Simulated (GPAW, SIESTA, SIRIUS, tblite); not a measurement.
**Cost and result for the bulk modulus of BP**

It takes space group F-43m (No. 216, cubic). The conventional cell has a = 4.538 Å, b = 4.538 Å, c = 4.538 Å, α = 90.00°, β = 90.00°, γ = 90.00°. P (site symmetry -43m) is surrounded by 4 B at 1.97 Å. Around B (site symmetry -43m) lie 4 P at 1.97 Å.

| rung | level | program and potentials | cutoff (eV) | k mesh | smearing | core time | chip | bulk modulus (GPa) | notes |
| --- | --- | --- | --- | --- | --- | --- | --- | --- | --- |
| tight binding or semi-empirical | GFN1-xTB | tblite, the method's own minimal valence basis | - | 1 × 1 × 1 | fermi-dirac 0.05 | 35 s | Arm Neoverse V2 | 164.4 | coarse mesh; Γ point of a 4 × 4 × 4 supercell |
| LDA | LDA | GPAW, PAW data sets generated for this functional | 800 | 10 × 10 × 10 | fermi-dirac 0.05 | 66 s | Intel Xeon Platinum 8375C Ice Lake | 176.0 | - |
| GGA + dispersion | PBEsol+D3(zero damping) | GPAW, PAW data sets generated for this functional | 800 | 10 × 10 × 10 | fermi-dirac 0.05 | 70 s | Intel Xeon Platinum 8488C Sapphire Rapids | 174.2 | - |
| GGA | PBE | SIRIUS, PseudoDojo 0.4.1 PBE standard (scalar relativistic) | 1054 | 10 × 10 × 10 | fermi-dirac 0.05 | 3 min | Arm Neoverse V1 | (a) | - |
| GGA | RPBE | SIRIUS, all-electron FP-LAPW, apw+lo standard | - | 10 × 10 × 10 | fermi-dirac 0.05 | 4.3 min | Arm Neoverse V1 | (b) | - |
| GGA + dispersion | RPBE+D4 | SIESTA, files PseudoDojo sr-pbe-0.4.1-standard, DZP (energy shift 0.002 Ry) | - | 10 × 10 × 10 | fermi-dirac 0.05 | 4.9 min | Arm Neoverse V1 | 176.1 | atomic basis; potentials made for PBE |
| GGA + dispersion | PBE+D3(BJ) | SIESTA, files PseudoDojo sr-pbe-0.4.1-standard, DZP (energy shift 0.002 Ry) | - | 10 × 10 × 10 | fermi-dirac 0.05 | 5.1 min | Arm Neoverse V1 | 165.0 | atomic basis |

Times are single runs on shared hosts and different chips, so they are rough; meshes, cutoffs and the tasks' sizes weigh on the time. Task: equation of state. All rows: no spin polarisation. Smearing widths are in eV. The cell comes from a database and isn't always the measured one. Meshes differ between rows, which moves values too. Meshes are those of the run's cell of 2 atoms unless a note names another. Runs on faulty files, with rough fits or with known faults for this quantity aren't shown. No row holds spin-orbit coupling.

Q: Estimate the values left out from the other rows.

A: (a) 161.2 GPa; (b) 154.7 GPa.
